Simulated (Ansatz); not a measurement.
Response of Mg to small distortions

```
Mg
1.0
     0.00000    2.24426    2.24426
     2.24426    0.00000    2.24426
     2.24426    2.24426    0.00000
Mg
1
Direct
  0.00000 0.00000 0.00000
```

Conventional cell: a = 4.489 Å, b = 4.489 Å, c = 4.489 Å, α = 90.00°, β = 90.00°, γ = 90.00°. Around Mg (atom 1) lie 12 Mg at 3.17 Å.

Structure from Materials Project entry mp-1056702 (possibly hypothetical), not relaxed further.

The calculation used Ansatz 0.2.0, DFT, PBE, all-electron PAW with datasets made for the crystal, scalar-relativistic.

Sampling and basis: a Γ-centred 16×16×16 k mesh, Fermi–Dirac smearing of 0.03 eV, cutoff 100 eV (chosen by the program for this cell), no spin polarisation.

The unchanged cell is at 0.82 GPa.

In a metal, stresses and small energies carry noise from the k mesh.

x, y and z are the Cartesian axes of the cell as listed; fractional coordinates follow a strain, and an engineering shear is twice the off-diagonal strain component.

(1) With this change (equal xy, yz and zx engineering shear strains of -3 %), what becomes of the energy and stress?

With equal xy, yz and zx engineering shear strains of -1 %: energy change under 1 meV/atom; stress change (xx, yy, zz, yz, xz, xy) 0.00, 0.00, 0.00, 0.12, 0.12, 0.12 GPa, compression positive.

(2) With this change (equal xy, yz and zx engineering shear strains of +2 %), what becomes of the energy and stress?

(3) With this change (equal xy, yz and zx engineering shear strains of -2 %), what becomes of the energy and stress?

(4) With this change (equal xy, yz and zx engineering shear strains of +1 %), what becomes of the energy and stress?

(5) With this change (equal xy, yz and zx engineering shear strains of +3 %), what becomes of the energy and stress?

Results:

(1) Energy change +4 meV/atom; stress change (xx, yy, zz, yz, xz, xy) 0.12, 0.12, 0.12, 0.74, 0.74, 0.74 GPa, compression positive.

(2) Energy change +1 meV/atom; stress change (xx, yy, zz, yz, xz, xy) 0.03, 0.03, 0.03, -0.36, -0.36, -0.36 GPa, compression positive.

(3) Energy change +1 meV/atom; stress change (xx, yy, zz, yz, xz, xy) 0.04, 0.04, 0.04, 0.47, 0.47, 0.47 GPa, compression positive.

(4) Energy change under 1 meV/atom; stress change (xx, yy, zz, yz, xz, xy) -0.01, -0.01, -0.01, -0.18, -0.18, -0.18 GPa, compression positive.

(5) Energy change +4 meV/atom; stress change (xx, yy, zz, yz, xz, xy) 0.11, 0.11, 0.11, -0.66, -0.66, -0.66 GPa, compression positive.
